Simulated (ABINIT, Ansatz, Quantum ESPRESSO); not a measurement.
The electronic dielectric constant of AgCl, sorted by core time

Symmetry: Fm-3m, No. 225, cubic system. Conventional cell: a = 5.470 Å, b = 5.470 Å, c = 5.470 Å, α = 90.00°, β = 90.00°, γ = 90.00°. Ag (site symmetry m-3m) is surrounded by 6 Cl at 2.73 Å. Cl (site symmetry m-3m) has 6 Ag at 2.73 Å as nearest neighbours.

```tsv
rung	level	program and potentials	cutoff (eV)	k mesh	smearing	task	spin	core time	chip	electronic dielectric constant	miss	notes
GGA	PBE	Ansatz, Ansatz PAW	420	8 × 8 × 8	fixed	phonons	off	2.2 min	Intel Xeon Platinum 8259CL Skylake/Cascade Lake	5.24	+33.7 %	13 valence electrons an atom on average
GGA	PBE	Quantum ESPRESSO, SSSP 1.3 efficiency PBE	816	4 × 4 × 4, shifted	fixed	phonons	off	4.5 min	Intel Xeon Platinum 8375C Ice Lake	(a)	?	13 valence electrons an atom on average
LDA	LDA	Quantum ESPRESSO, JTH 2.0 LDA	707	6 × 6 × 6, shifted	fixed	phonons	off	5.2 min	Arm Neoverse V2	5.79	+47.7 %	9 valence electrons an atom on average; cell relaxed first (19.21 Å³/atom)
GGA	PBE	Quantum ESPRESSO, JTH 2.0 PBE	707	6 × 6 × 6, shifted	fixed	phonons	off	6.6 min	Arm Neoverse V2	4.93	+25.8 %	9 valence electrons an atom on average; cell relaxed first (22.09 Å³/atom)
LDA	LDA	Quantum ESPRESSO, PseudoDojo 0.4.1 SR LDA standard	1170	6 × 6 × 6, shifted	fixed	dielectric tensor	off	6.9 min	Arm Neoverse V2	(b)	?	13 valence electrons an atom on average
GGA	AM05	Quantum ESPRESSO, PseudoDojo 0.4.1 SR PBE standard	1116	6 × 6 × 6, shifted	fixed	dielectric tensor	off	7.4 min	Arm Neoverse V2	5.37	+37.0 %	potentials made for PBE; 13 valence electrons an atom on average
GGA	WC	Quantum ESPRESSO, PseudoDojo 0.4.1 SR PBE standard	1116	6 × 6 × 6, shifted	fixed	dielectric tensor	off	7.5 min	Arm Neoverse V2	5.49	+40.1 %	potentials made for PBE; 13 valence electrons an atom on average
GGA	BLYP	Quantum ESPRESSO, PseudoDojo 0.4.1 SR PBE standard	1116	6 × 6 × 6, shifted	fixed	dielectric tensor	off	7.7 min	Arm Neoverse V2	5.16	+31.6 %	potentials made for PBE; 13 valence electrons an atom on average
GGA	PBEsol	Quantum ESPRESSO, PseudoDojo 0.4.1 SR PBEsol standard	1116	6 × 6 × 6, shifted	fixed	dielectric tensor	off	7.8 min	Arm Neoverse V2	5.47	+39.5 %	13 valence electrons an atom on average
GGA	PBE	Quantum ESPRESSO, PseudoDojo 0.4.1 SR PBE standard	1116	6 × 6 × 6, shifted	fixed	dielectric tensor	off	7.9 min	Arm Neoverse V2	5.23	+33.4 %	13 valence electrons an atom on average
GGA	revPBE	Quantum ESPRESSO, PseudoDojo 0.4.1 SR PBE standard	1116	4 × 4 × 4, shifted	fixed	phonons	off	12 min	Intel Xeon Platinum 8259CL Skylake/Cascade Lake	4.68	+19.4 %	potentials made for PBE; 13 valence electrons an atom on average; cell relaxed first (23.07 Å³/atom)
GGA	PBE	Quantum ESPRESSO, PseudoDojo 0.4.1 SR PBE standard	1116	8 × 8 × 8, shifted	fixed	dielectric tensor	off	14 min	Arm Neoverse V1	5.23	+33.4 %	13 valence electrons an atom on average
GGA	PBE	ABINIT, PseudoDojo NC SR PBE v0.4.1 standard	1088	4 × 4 × 4, 4 shifts	fixed	dielectric tensor	off	19 min	Arm Neoverse V1	5.23	+33.4 %	13 valence electrons an atom on average
GGA	PBE	Quantum ESPRESSO, PseudoDojo 0.4 FR PBE standard	1116	6 × 6 × 6, shifted	fixed	dielectric tensor	SOC, no magnetisation	32 min	Arm Neoverse V1	5.24	+33.7 %	13 valence electrons an atom on average
```

Times are single runs on shared hosts and different chips, so they are rough; meshes, cutoffs and the tasks' sizes weigh on the time. Smearing widths are in eV. The cell comes from a database and isn't always the measured one. Meshes differ between rows, which moves values too. All levels ran on this one cell, unrelaxed unless noted. Meshes are those of the run's cell of 2 atoms unless a note names another. Ansatz refines the mesh for the field response beyond the one shown. Misses use the values as printed. Runs on faulty files, with rough fits or with known faults for this quantity aren't shown.

Measured: 3.92 (a printed reference work). The runs are for a static lattice.

Problem. Estimate the values left out from the other rows.

Solution. (a) 5.18, miss +32.1 %; (b) 5.62, miss +43.4 %.
